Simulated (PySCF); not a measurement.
Predicted microwave data (PBE0-D3(BJ)/def2-SVP geometry optimisation, gas phase in PySCF 2.14.0) for one isomer of C6H15N:

- Rotational constants: A = 4106, B = 1404, C = 1390 MHz
- Dipole components: |μa| = 0.82 D, |μb| = 0.98 D, |μc| = 0.00 D
- Inertial defect: -119.39 u·Å²
- κ: -0.99

Question: Which candidate fits, each taken in the one conformer that was computed?
A. `[CH3:1][CH:2]([CH3:3])[C@H:4]([CH3:5])[CH2:6][NH2:7]` with C1–C2–C4–C5 -71°, C2–C4–C6–N7 -57°, C4–C6–N7–H -70° and 172°
B. `[CH3:1][NH:2][CH2:3][C:4]([CH3:5])([CH3:6])[CH3:7]` with C1–N2–C3–C4 174°
C. `[CH3:1][CH2:2][CH2:3][NH:4][CH2:5][CH2:6][CH3:7]` with C1–C2–C3–N4 178°, C2–C3–N4–C5 180°, C3–N4–C5–C6 180°, N4–C5–C6–C7 -178°
D. `[CH3:1][CH2:2][C@H:3]([CH3:4])[N:5]([CH3:6])[CH3:7]` with C1–C2–C3–C4 -176°, C2–C3–N5–C6 -156°
E. `[CH3:1][CH2:2][N:3]([CH2:4][CH3:5])[CH2:6][CH3:7]` with C1–C2–N3–C4 69°, C2–N3–C4–C5 150°, C2–N3–C6–C7 -60°
F. `[CH3:1][C:2]([CH3:3])([CH3:4])[CH2:5][CH2:6][NH2:7]` with C2–C5–C6–N7 180°, C5–C6–N7–H -58° and 58°

Answer: F. It is CC(C)(C)CCN, a near-prolate asymmetric top, point group Cs. The candidates at the same level (rigid rotor, commonest isotopes):

```
         SMILES  A (MHz)  B (MHz)  C (MHz)  μa (D)  μb (D)  μc (D)  Δ (u·Å²)  point group                        rotor
        CCCNCCC    13088    767.1    746.1    0.00    0.12    0.75    -20.10           Cs  near-prolate asymmetric top
CC[C@H](C)N(C)C     3087     1966     1643    0.31    0.43    0.05   -113.04           C1               asymmetric top
      CCN(CC)CC     2809     2054     1359    0.18    0.25    0.37    -54.13           C1               asymmetric top
    CC(C)(C)CCN     4106     1404     1390    0.82    0.98    0.00   -119.39           Cs  near-prolate asymmetric top
CC(C)[C@H](C)CN     3085     1814     1573    1.31    0.53    0.27   -121.07           C1               asymmetric top
    CNCC(C)(C)C     4158     1484     1467    0.23    0.01    0.83   -117.74            –                            –
```

`CC[C@H](C)N(C)C` has B 40 % too high; `CCCNCCC` has A 219 % too high; `CNCC(C)(C)C` has B 6 % too high; `CC(C)[C@H](C)CN` has B 29 % too high; `CCN(CC)CC` has B 46 % too high. In the right answer the mirror of this Cs structure is the ab plane, so μc vanishes by symmetry. No structure here is proved a minimum.
